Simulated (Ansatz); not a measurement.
# Si3N4 (I-43d): a band-gap study from PBE to G0W0 at the band limit, part 3 of 3

The study climbs from cheap functionals to G0W0 on Si3N4 (I-43d) and then asks what each convergence step is worth.

Ansatz 0.2.0; density functionals, hybrids, G0W0, plane waves, PAW. Known limits of the many-body steps: not at the basis limit.

So far. Step 10 (G0W0, 4×4×4 mesh, 566 empty bands, screening to 150 eV): Against the run with 4×4×4 mesh, 200 empty bands, screening to 75 eV, the gap moves by +0.25 eV. Step 11 (G0W0@HSE06, 4×4×4 mesh, 566 empty bands, screening to …): Against the run with 4×4×4 mesh, 566 empty bands, screening to 150 eV on PBE, the gap moves by +0.60 eV, while the start moved by +1.38 eV.

In doubt: masses and optical values from hybrid runs of this build are listed as unsure (steps 11, 13), which bears on the screening that GW takes from such a start.

## Step 12: G0W0@PBE, 4×4×4 mesh, 566 empty bands, screening to 150 eV, plasmon pole

A plasmon pole stands in for the full frequency dependence of the screening; this run shows what that costs in accuracy.

This step: G0W0 on PBE, plane waves, PAW.

Contents of input.yaml:

```yaml
crystal:
  lattice:
    - [-3.23735, 3.23735, 3.23735]
    - [3.23735, -3.23735, 3.23735]
    - [3.23735, 3.23735, -3.23735]
  atoms:
    - { symbol: Si, position: [0.25, 0.125, 0.875] }
    - { symbol: Si, position: [0.875, 0.25, 0.125] }
    - { symbol: Si, position: [0.75, 0.375, 0.625] }
    - { symbol: Si, position: [0.625, 0.75, 0.375] }
    - { symbol: Si, position: [0.125, 0.875, 0.25] }
    - { symbol: Si, position: [0.375, 0.625, 0.75] }
    - { symbol: "N", position: [0.5628, 0.5628, 0.5628] }
    - { symbol: "N", position: [0.4372, 0.5, 0.0] }
    - { symbol: "N", position: [0.5, 0.0, 0.9372] }
    - { symbol: "N", position: [0.0, 0.4372, 0.5] }
    - { symbol: "N", position: [0.9372, 0.5, 0.0] }
    - { symbol: "N", position: [0.0628, 0.0628, 0.0628] }
    - { symbol: "N", position: [0.0, 0.9372, 0.5] }
    - { symbol: "N", position: [0.5, 0.0, 0.4372] }
kpoints:
  mp_grid: { grid: [4, 4, 4] }
hamiltonian:
  xc: pbe
scf:
  occupations: { method: fixed }
gw:
  n_empty_bands: 566
  ecut_chi: 150.0
  qp_bands: [v4, c4]
  qp_kpoints: band_edges
  screening: { model: godby_needs }
```

Run with:

```console
$ ansatz run input.yaml --threads 3 --pin off --max-ram 64512MiB --backend cuda --events-out ev --progress --plain --runs-dir out --devices 1 --max-vram 24GiB  # rebuilt from the run's record
```

Numbers of over 12 decimals in the logs are rounded to 6 here.

Log:

```text
GPUs: using 1 of 1 available (devices: 1).
[...]
GPU FFT provider: cuFFT
GPU libraries: cuBLAS 13.8.1, cuFFT 12.4.0, cuSOLVER 12.3.2
Crystal: 14 atoms, lattice volume = 135.715 Å³
Basis set: ecut = 420 eV, 2659 PW (Γ)
Bands: 46, of which v1, the nominal top of the filled ones, is band 32 counted from 1 (31 counted from 0)
Symmetry: 24 space group operations
[...]
k-points: 8 of 64 (time reversal used)
[...]
0    36     14.0036    -8.7910    -4.3938   -14.0050  0.8292    14.8268    14.8238  root
[...]
7    33     14.7482    -6.8128    -4.5913   -12.0995  0.8347    15.4458    15.4435  root
     7    34     14.7482    -6.8128    -4.5913   -12.0995  0.8347    15.4458    15.4435  root
     7    35     14.7482    -6.8128    -4.5913   -12.0995  0.8347    15.4458    15.4435  root
     7    36     14.7482    -6.8128    -4.5913   -12.0995  0.8347    15.4458    15.4435  root
[key lines of the parts left out:]
SCF converged after 6 iterations
Free energy (F): -6900.412682 eV
Fermi energy:    9.319223 eV
```

The job ended after 41 s (1 × NVIDIA H100 80GB HBM3 (shared by 3 runs) with 3 threads of AMD EPYC 7R13 (Zen 3), shared host; peak memory 3.8 GiB; 88 s of CPU time).

This step gave:

```
bands summed                                 : 598
plasmon-pole fit frequency                   : 25.50 eV
RPA ε∞ on this mesh (eigenvalues)            : 4.435, 4.435, 4.435
plane waves in the screening matrix          : 555
G0W0 gap on the mesh                         : 5.522 eV
k of the valence top                         : 0, 0, -0.5
k of the conduction bottom                   : 0.25, 0.25, -0.25
starting gap on the mesh                     : 4.126 eV
least direct G0W0 gap on the computed points : 5.776 eV
```

Against the run with 4×4×4 mesh, 566 empty bands, screening to 150 eV, the gap moves by −0.05 eV.

## Step 13: G0W0@PBE0, 4×4×4 mesh, 566 empty bands, screening to 150 eV

This step: G0W0 on PBE0, plane waves, PAW.

Edit input.yaml of step 12 so:

```diff
@@ -23,3 +23,3 @@
 hamiltonian:
-  xc: pbe
+  xc: pbe0
 scf:
@@ -31,2 +31,2 @@
   qp_kpoints: band_edges
-  screening: { model: godby_needs }
+  screening: { model: contour_deformation }
```

Log:

```text
GPUs: using 1 of 1 available (devices: 1).
[...]
GPU FFT provider: cuFFT
GPU libraries: cuBLAS 13.8.1, cuFFT 12.4.0, cuSOLVER 12.3.2
Crystal: 14 atoms, lattice volume = 135.715 Å³
Basis set: ecut = 420 eV, 2659 PW (Γ)
Bands: 46, of which v1, the nominal top of the filled ones, is band 32 counted from 1 (31 counted from 0)
Symmetry: 24 space group operations
[...]
k-points: 8 of 64 (time reversal used)
[...]
0    35     14.9081    -8.4127    -4.1341   -12.7915  0.8530    15.1530    15.1527  root
     0    36     14.9081    -8.4127    -4.1341   -12.7915  0.8530    15.1530    15.1527  root
[...]
7    33     15.6422    -6.5454    -4.2827   -10.9706  0.8563    15.7849    15.7848  root
     7    34     15.6422    -6.5454    -4.2827   -10.9706  0.8563    15.7849    15.7848  root
     7    35     15.6422    -6.5454    -4.2827   -10.9706  0.8563    15.7849    15.7848  root
     7    36     15.6422    -6.5454    -4.2827   -10.9706  0.8563    15.7849    15.7848  root
[key lines of the parts left out:]
Free energy (F): -6905.262796 eV
Fermi energy:    7.984718 eV
```

It took 66 s on 1 × NVIDIA H100 80GB HBM3 (shared by 3 runs) with 3 threads; peak memory 2.2 GiB.

This step gave:

* bands summed: 598
* RPA ε∞ on this mesh (eigenvalues): 3.584, 3.584, 3.584
* plane waves in the screening matrix: 555
* G0W0 gap on the mesh: 6.375 eV
* k of the valence top: 0, 0, -0.5
* k of the conduction bottom: 0.25, 0.25, -0.25
* starting gap on the mesh: 6.266 eV
* least direct G0W0 gap on the computed points: 6.626 eV

Against the run with 4×4×4 mesh, 566 empty bands, screening to 150 eV on HSE06, the gap moves by +0.20 eV, while the start moved by +0.76 eV.

## Step 14: The ladder

Times are wall times on 1 × NVIDIA H100 80GB HBM3 (shared by 3 runs) with 3 threads of AMD EPYC 7R13 (Zen 3), shared host, good to a factor of about two. G0W0 rows are gaps on the mesh, lowered by the amount that the mesh misses the start's edges, a rough step that assumes the same correction there.

| level | gap (eV) | least direct gap (eV) | time |
| --- | --- | --- | --- |
| PBE | 4.06 | 4.24 | 5.7 s |
| LDA | 3.92 | 4.09 | 3.3 s |
| r2SCAN | 4.67 | 4.86 | 5.1 s |
| HSE06 | 5.47 | 5.66 | 29 s |
| PBE0 | 6.23 | 6.42 | 33 s |
| DDH-PBE0 | 5.91 | 6.09 | 38 s |
| G0W0@PBE (200 empty bands) | 5.26 | - | 6.5 s |
| G0W0@PBE (566 empty bands) | 5.51 | - | 23 s |
| G0W0@HSE06 (566 empty bands) | 6.14 | - | 65 s |
| G0W0@PBE (566 empty bands, plasmon pole) | 5.46 | - | 41 s |
| G0W0@PBE0 (566 empty bands) | 6.34 | - | 66 s |

## Step 15: Adding up the best estimate

| term | eV | running total (eV) |
| --- | --- | --- |
| G0W0 on the mesh, top rung | 5.573 | 5.573 |
| to the limit, by a line in one over the bands through the two top rungs | +0.159 | 5.732 |
| band edges off the mesh | −0.064 | 5.668 |

Changes that are not added in, each against a run with equal bands and cutoff:

| change | eV |
| --- | --- |
| start HSE06 | +0.60 |
| plasmon pole in place of full frequency | −0.05 |
| start PBE0 | +0.80 |

## Step 16: Outcome

```yaml
pbe_gap: 4.06 eV, indirect
hse06: 5.47 eV
pbe0: 6.23 eV
ddh_pbe0: 5.91 eV
g0w0_top_rung_on_the_mesh: 5.57 eV
best_estimate_g0w0_pbe: 5.67 eV
gw_settings_of_the_top_rung: 4×4×4 mesh, 566 empty bands, screening to 150 eV
known_limits: one-shot GW, static lattice; one k mesh, untested
```

In words: The best estimate for G0W0@PBE is 5.67 eV, indirect by PBE, against 4.06 eV at the start. The limit rests on the two highest rungs, unchecked by another pair. The term for edges off the mesh assumes that the correction there equals that on the mesh, which is rough. Of the changes left open the largest, +0.80 eV, comes from starting at PBE0. Among the functionals HSE06 comes nearest: −0.19 eV from the estimate. DDH-PBE0 is about as near. That ranking leans on the start chosen for G0W0. The RPA ε∞ on the GW mesh averages 4.4 against 4.7 from perturbation theory, which takes a denser mesh of its own and holds the xc response as well. All runs took 5.6 min, 61 % of it in G0W0.

[Paths, hosts, dates, memory and timing lines, banners, echoed tables and standing remarks are left out of the program output.]

[Logs are printed without paths, hosts, clocks, repeated set-up lines and the standing remarks that a program may print on its own settings, such as how far it seeks lower states.]

[Runs of the session that timed out or met a known fault of the program may be left out.]

[Cells called generated may have been cut or substituted from an entry of the Crystallography Open Database or the Materials Project.]

[Hosts, paths, dates, database ids (printed as entryN), source tags and the programs' standing remarks are cut or masked in the printed files.]
